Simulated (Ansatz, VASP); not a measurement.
# GaP in VASP and in Ansatz

```
CELL_PARAMETERS angstrom
0.00000 2.72540 2.72540
2.72540 0.00000 2.72540
2.72540 2.72540 0.00000
ATOMIC_POSITIONS crystal
Ga 0.00000 0.00000 0.00000
P 0.25000 0.25000 0.25000
```

Alike in both runs: task single point; functional r2SCAN; k mesh 8 × 8 × 8; no spin polarisation.

```csv
,VASP,Ansatz
version,VASP 6.6.1,Ansatz 0.2.0
potentials or method,"VASP PAW PBE potentials, release 64 (Ga_d, P)","plane waves, PAW"
plane-wave cutoff (eV),520,500
occupations,"gaussian, width 0.01 eV",fixed
valence electrons in the cell,18,18
```

```csv
,VASP,Ansatz,Ansatz less VASP
gap on the k mesh at the Fermi level (eV),1.90,1.89,-0.008
pressure (GPa),0.0,0.0,+0.06
```

Caveats: the PAW data sets were made with another functional, which shifts forces and pressure a little (VASP). r2SCAN opens gaps a little over a GGA but as a rule still falls short of measured ones. A k mesh can miss the band edges.
